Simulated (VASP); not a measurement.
A run of VASP 6.6.1 is set up as follows.

File INCAR:

```
SYSTEM = BaO
PREC     = Accurate       ! precision mode
ENCUT    = 600            ! plane-wave cutoff, eV
EDIFF    = 1E-6           ! SCF threshold, eV
ISMEAR   = 0              ! smearing method
SIGMA    = 0.02           ! smearing width, eV
LREAL    = .FALSE.        ! projectors in reciprocal space
LASPH    = .TRUE.         ! aspherical terms in the spheres
NELM     = 120            ! most SCF steps
ALGO     = Normal         ! electronic algorithm
ISIF     = 3              ! what is computed and relaxed
LWAVE    = .FALSE.        ! write WAVECAR
LCHARG   = .FALSE.        ! write CHGCAR
GGA      = PS             ! functional
IBRION   = 2              ! ionic algorithm
NSW      = 60             ! ionic steps
EDIFFG   = -0.005         ! ionic threshold
```

KPOINTS

```
Automatic mesh
0
G
  8 8 8
  0 0 0
```

The input POSCAR:

```
BaO
1.0
    0.0000000000      2.7600000000      2.7600000000
    2.7600000000      0.0000000000      2.7600000000
    2.7600000000      2.7600000000      0.0000000000
Ba O
1 1
Direct
    0.0000000000      0.0000000000      0.0000000000
    0.5000000000      0.5000000000      0.5000000000
```

Potentials or basis: VASP PAW PBE potentials, release 64 (Ba_sv, O).

Run with:

```bash
$ cat potpaw_PBE.64/Ba_sv/POTCAR potpaw_PBE.64/O/POTCAR > POTCAR
$ mpirun -np 1 vasp_std > vasp.out
```

Task: Estimate the relaxed volume.

Result: 21.16 Å³/atom.

Task: Estimate the band gap on the k mesh.

Result: 1.86 eV, direct.

Task: Estimate the relaxed cell.

Result: a = 3.912 Å, b = 3.912 Å, c = 3.912 Å, α = 60.00°, β = 60.00°, γ = 60.00°.

Task: What does it give for the space group after relaxing (to 0.05 Å)?

Result: Fm-3m (No. 225).

Final structure:
```
Ba O
1.0
     0.00000    2.76601    2.76601
     2.76601    0.00000    2.76601
     2.76601    2.76601    0.00000
Ba O
1 1
Direct
  0.00000 0.00000 0.00000
  0.50000 0.50000 0.50000
```

Caveat: the PAW data sets were made with another functional, which shifts forces and pressure a little; spin-orbit coupling is left out, which moves the levels of the heavy elements. A k mesh can miss the band edges.
